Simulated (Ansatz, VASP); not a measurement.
# Se in VASP and in Ansatz

```
Se
1.0
     3.99448    0.00000    0.00000
    -1.99724    3.45932    0.00000
     0.00000    0.00000    5.03488
Se
3
Direct
  0.24735 0.00000 0.33333
  0.00000 0.24735 0.66667
  0.75265 0.75265 0.00000
```

Alike in both runs: task single point; functional PBE; dispersion D3(BJ); k mesh 12 × 12 × 8; occupations gaussian, width 0.05 eV; no spin polarisation.

|  | VASP | Ansatz |
| --- | --- | --- |
| version | VASP 6.6.1 | Ansatz 0.2.0 |
| potentials or method | VASP PAW PBE potentials, release 64 (Se) | scalar-relativistic, plane waves, PAW |
| plane-wave cutoff (eV) | 520 | 420 |
| valence electrons in the cell | 18 | 48 |

|  | VASP | Ansatz | Ansatz less VASP |
| --- | --- | --- | --- |
| gap on the k mesh at the Fermi level (eV) | 0.53 | 0.54 | +0.012 |
| least direct gap on the mesh (eV) | 0.56 | 0.57 | +0.011 |
| pressure (GPa) | 4.2 | 4.0 | -0.15 |
| largest component of the traceless stress (GPa) | 1.38 | 1.32 | -0.063 |
| rms of the force components (eV/Å) | 0.259 | 0.242 | -0.0165 |

Atom by atom the forces differ by 0.017 eV/Å (rms over components). The two sets of potentials don't hold the same shells in valence.

A k mesh can miss the band edges.
